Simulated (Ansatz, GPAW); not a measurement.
One calculation of SrO, 3 ways

```
Sr O
1.0
     0.00000    2.56630    2.56630
     2.56630    0.00000    2.56630
     2.56630    2.56630    0.00000
Sr O
1 1
Direct
  0.50000 0.50000 0.50000
  0.00000 0.00000 0.00000
```

Alike in all runs: task single point; functional PBE; k mesh 9 × 9 × 9; occupations gaussian, width 0.017 eV; no spin polarisation; no spin-orbit coupling. Pressure is positive in compression and, in plane waves, holds the error of the finite cutoff, which Ansatz's Pulay term estimates and takes out.

| program and potentials | plane-wave cutoff (eV) | notes | pressure (GPa) |
| --- | --- | --- | --- |
| Ansatz, Ansatz PAW | 420 | Pulay term of +0.37 GPa included | 3.32 |
| GPAW, GPAW PAW data sets (gpaw-data 1.2.1) | 800 | - | 3.83 |
| Ansatz, all-electron LAPW, scalar-relativistic | - | - | 3.33 |

The pressure spans 3.32 (Ansatz, Ansatz PAW) to 3.83 GPa (GPAW, GPAW PAW data sets (gpaw-data 1.2.1)), with all-electron results at 3.33.

The functional is the same throughout but for its coding, so the spread measures potentials, basis and numerics; runs on potential files found faulty are left out.

All three calculations put the rocksalt cell under compression, so PBE would relax it to a larger volume. Cubic symmetry leaves no internal coordinate free and no shear stress, so the pressure alone drives that expansion. Physically, it marks the point where closed-shell repulsion between Sr and O ions outweighs the Madelung attraction, a balance that PBE typically reaches at somewhat too long a bond in ionic oxides.

Ansatz PAW practically reproduces the all-electron pressure, but only with the Pulay term, without which it would fall visibly below. GPAW lies higher, at 3.83 GPa. A finite plane-wave basis normally makes the pressure too low, so a remaining cutoff error would probably not explain this excess. The data sets, perhaps their treatment of the Sr semicore shells or of oxygen, are a likelier source, though integration grids could also contribute. The sign of the pressure is therefore secure across the methods, whereas one volume gives neither the equilibrium lattice constant nor the bulk modulus.
